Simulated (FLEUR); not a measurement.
## V in FLEUR: the effect of Hubbard term

Crystal: V.

```
CELL_PARAMETERS angstrom
2.60429 0.00000 0.00000
-1.30215 2.25538 0.00000
0.00000 0.00000 4.72334
ATOMIC_POSITIONS crystal
V 0.33333 0.66667 0.25000
V 0.66667 0.33333 0.75000
```

This isn't the form of V at room conditions, which is bcc.

Alike in all runs:

* Program: FLEUR MaX-R8.1 (later development tree)
* Task: single point
* Functional: LDA
* Potentials or basis: all-electron
* Basis: FLAPW
* Kmax: 4.34 1/bohr
* k mesh: 10 × 10 × 5
* Occupations: fermi-dirac, width 0.05 eV
* Spin: collinear spin, ferromagnetic start
* Starting moments: [2.0, 2.0] μB
* Gmax: 13.4 1/bohr
* Muffin-tin radii: V 2.26 bohr
* lmax: V 9
* lnonsphr: V 9
* Local orbitals a species: V 4
* Max iterations: 100

Question: One run gave: moment 1.90 μB. Which Hubbard term did it use?
A. V d U = 0.0 eV
B. V d U = 6 eV
C. V d U = 3 eV
D. V d U = 1 eV
E. V d U = 4 eV

Answer: E.

```csv
Hubbard term,moment (μB)
V d U = 0.0 eV,0.00
V d U = 1 eV,0.00
V d U = 2 eV,0.00
V d U = 3 eV,1.27
V d U = 4 eV,1.90
V d U = 5 eV,2.06
V d U = 6 eV,2.64
```

Caveats: the U is typed as a test and isn't derived for this compound.
